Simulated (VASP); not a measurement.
## BP: elastic constants with r2SCAN

BP:

```
P B
1.0
     0.00000    2.26900    2.26900
     2.26900    0.00000    2.26900
     2.26900    2.26900    0.00000
P B
1 1
Direct
  0.75000 0.75000 0.75000
  0.00000 0.00000 0.00000
```

```yaml
Program: VASP 6.6.1
Task: elastic constants
Functional: r2SCAN
Potentials_or_basis: VASP PAW PBE potentials, release 64 (P, B)
Cutoff: 600 eV
k_mesh: 7 × 7 × 7
Occupations: gaussian, width 0.05 eV
Spin: no spin polarisation
Ions_in_elastic_constants: relaxed
Further_INCAR_settings: ALGO = Normal; EDIFF = 1e-08; IBRION = 6; POTIM = 0.015; NSW = 1; ISIF = 3
```

* Relaxed volume: 11.64 Å³/atom
* Relaxed cell: a = 3.205 Å, b = 3.205 Å, c = 3.205 Å, α = 60.00°, β = 60.00°, γ = 60.00°
* Space group after relaxing (to 0.05 Å): F-43m (No. 216)
* Elastic constants C11, C12, C44: 363, 74, 199 GPa
* Voigt bulk modulus: 170 GPa
* Highest phonon frequency at Γ, LO-TO splitting left out: 821 cm⁻¹

The path:
| step | energy change (eV) | largest force (eV/Å) | pressure (GPa) | volume (Å³) |
| --- | --- | --- | --- | --- |
| 1 | 0.0000 | 0.0000 | -0.62 | 23.36 |
| 2 | -0.0001 | 0.0000 | 0.49 | 23.21 |
| 3 | -0.0002 | 0.0000 | 0.01 | 23.28 |

Final structure:
```
CELL_PARAMETERS angstrom
0.00000 2.26621 2.26621
2.26621 0.00000 2.26621
2.26621 2.26621 0.00000
ATOMIC_POSITIONS crystal
P 0.75000 0.75000 0.75000
B 0.00000 0.00000 0.00000
```

Phonon frequencies in cm⁻¹ (negative: imaginary):
```csv
q point,frequencies
"(0.000, 0.000, 0.000)",0 0 0 821 821 821
```

Elastic tensor in Voigt notation (GPa, in the Cartesian axes of the cell as first typed):
```
363  74  74   0   0   0
 74 363  74   0   0   0
 74  74 363   0   0   0
  0   0   0 199   0   0
  0   0   0   0 199   0
  0   0   0   0   0 199
```

Clamped-ion elastic tensor (GPa):
```
363  74  74   0   0   0
 74 363  74   0   0   0
 74  74 363   0   0   0
  0   0   0 215   0   0
  0   0   0   0 215   0
  0   0   0   0   0 215
```

Run time: 14 min on 1 thread of Intel(R) Xeon(R) Platinum 8488C (Sapphire Rapids) (shared host), peak memory 0.2 GiB.

Caveat: the PAW data sets were made with another functional, which shifts forces and pressure a little.
